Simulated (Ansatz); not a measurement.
This Ansatz input for TiSe2 in the CdI2-type structure was spoiled on purpose:

```yaml
crystal:
  lattice:
    - [3.560748989496, 2.886746337527e-11, 0.0]
    - [-1.780374494773, 3.083699081389, 0.0]
    - [0.0, 0.0, 6.3309198172]
  atoms:
    - { symbol: Ti, position: [0.0, 0.0, 0.0] }
    - { symbol: Se, position: [0.3333333333333, 0.6666666666667, 0.2398975843] }
    - { symbol: Se, position: [0.6666666666667, 0.3333333333333, 0.7601024157] }
basis:
  ecutwfc: 500
  ecutrho_ratio: 4
kpoints:
  mp_grid: { grid: [12, 12, 6] }
hamiltonian:
  xc: r2scan
scf:
  occupations: { method: gaussian, width: 0.05 }
  max_iter: 100
output:
  forces: true
  stress: true
total_charge: 10
```

Launched as:
```sh
ansatz run input.yaml --threads 4 --pin off --max-ram 7168MiB --backend cpu --events-out ev --progress --plain --runs-dir out
```

**Question.** What is wrong with it?

**Answer.** A charge that the system can't hold. Against the sound input: total_charge: 10 (the cap on iterations is only a precaution).

What the program printed:

```
SCF iter   1: F=—  HF=-13608.793768 eV  |F-HF|=—  |Δ(HF+E_count)|=         —  Δρ=6.66e-1  dr2=2.22e2  dr2_τ=2.36e0  ethr=1.77e-3  ⟨swp⟩=7.3  Hψ=12933  notcnv=0
SCF iter   2: F=—  HF=-13520.653761 eV  |F-HF|=—  |Δ(HF+E_count)|=    8.81e1  Δρ=1.66e-1  dr2=2.18e1  dr2_τ=8.94e0  ethr=1.77e-3  ⟨swp⟩=10.2  Hψ=9288  notcnv=0  defer=14
SCF iter   3: F=—  HF=-13519.649114 eV  |F-HF|=—  |Δ(HF+E_count)|=    1.00e0  Δρ=7.55e-2  dr2=7.38e0  dr2_τ=1.60e0  ethr=1.77e-3  ⟨swp⟩=8.2  Hψ=9658  notcnv=0  defer=17
SCF iter   4: F=—  HF=-13518.554260 eV  |F-HF|=—  |Δ(HF+E_count)|=    1.09e0  Δρ=5.23e-2  dr2=2.85e0  dr2_τ=6.95e-2  ethr=1.77e-3  ⟨swp⟩=6.9  Hψ=6695  notcnv=0  defer=23
SCF iter   5: F=—  HF=-13518.162712 eV  |F-HF|=—  |Δ(HF+E_count)|=   3.92e-1  Δρ=2.31e-2  dr2=5.32e-1  dr2_τ=2.75e-2  ethr=1.77e-3  ⟨swp⟩=8.1  Hψ=5281  notcnv=0  defer=5
SCF iter   6: F=—  HF=-13518.172327 eV  |F-HF|=—  |Δ(HF+E_count)|=   9.61e-3  Δρ=9.26e-3  dr2=6.72e-2  dr2_τ=1.39e-3  ethr=1.56e-3  ⟨swp⟩=6.0  Hψ=4260  notcnv=0  defer=24
SCF iter   7: F=—  HF=-13518.191492 eV  |F-HF|=—  |Δ(HF+E_count)|=   1.92e-2  Δρ=1.85e-3  dr2=3.56e-3  dr2_τ=9.83e-5  ethr=1.98e-4  ⟨swp⟩=7.1  Hψ=5778  notcnv=0  defer=8
SCF iter   8: F=—  HF=-13518.193558 eV  |F-HF|=—  |Δ(HF+E_count)|=   2.07e-3  Δρ=4.63e-4  dr2=2.07e-4  dr2_τ=8.31e-6  ethr=1.05e-5  ⟨swp⟩=4.2  Hψ=4974  notcnv=0  defer=1
SCF iter   9: F=—  HF=-13518.193817 eV  |F-HF|=—  |Δ(HF+E_count)|=   2.59e-4  Δρ=1.44e-4  dr2=1.41e-5  dr2_τ=6.35e-7  ethr=6.08e-7  ⟨swp⟩=3.0  Hψ=4007  notcnv=0
SCF iter  10: F=—  HF=-13518.193840 eV  |F-HF|=—  |Δ(HF+E_count)|=   2.25e-5  Δρ=2.44e-5  dr2=2.82e-7  dr2_τ=1.62e-8  ethr=4.14e-8  ⟨swp⟩=4.7  Hψ=4515  notcnv=0
SCF iter  11: F=-13518.193840 eV  HF=-13518.193840 eV  |F-HF|=7.14e-8  |Δ(HF+E_count)|=   6.67e-7  Δρ=1.06e-5  dr2=9.42e-8  dr2_τ=3.52e-9  ethr=2.94e-10  ⟨swp⟩=9.2  Hψ=7497  notcnv=0
```

```
SCF 1 converged in 11 iterations: F = -13518.193840 eV  dr2 = 9.42e-8
SCF converged after 11 iterations
Free energy (F): -13518.193840 eV
E sigma→0 (E₀):  -13518.188134 eV
Entropy (-TS):   -0.011412 eV (-3.804 meV/atom)
Fermi energy:    2.828487 eV
--- Forces (eV/Å), atoms counted from 1 ---
  atom   1  Ti     0.00000000     0.00000000     0.00000000
  atom   2  Se     0.00000000     0.00000000    25.26510649
  atom   3  Se     0.00000000     0.00000000   -25.26510649
--- Stress (GPa, compression-positive) ---
       51.941439       0.000000       0.000000
        0.000000      51.941439       0.000000
        0.000000       0.000000      -8.929086
  P = ⅓ Tr σ = 31.6513 GPa (316.513 kbar)
```

The run converged all the same; its pressure of 32 GPa shows the fault against the sound run's. The net charge is balanced by a uniform background. Cost: 5.8 s on 4 threads of AMD EPYC 7R43 64-Core Processor (Zen 3), on a shared host, peak memory 0.68 GiB. The run before the change (r²SCAN, 500 eV, 12×12×6 mesh) gave:

| run | P (GPa) | gap on the mesh (eV) | cell moment (μB) | largest force component (eV/Å) |
| --- | --- | --- | --- | --- |
| sound | -0.1 | metal | – | 0.002 |
| spoiled | 31.7 | metal | – | 25.265 |

The compound is reported in the structure type of the start.

Of that run: The structure is built of weakly bound layers, and this functional has no dispersion term, so their spacing and all that hangs on it (volume, the soft elastic constants, low modes, dielectric constants) are poorly given.
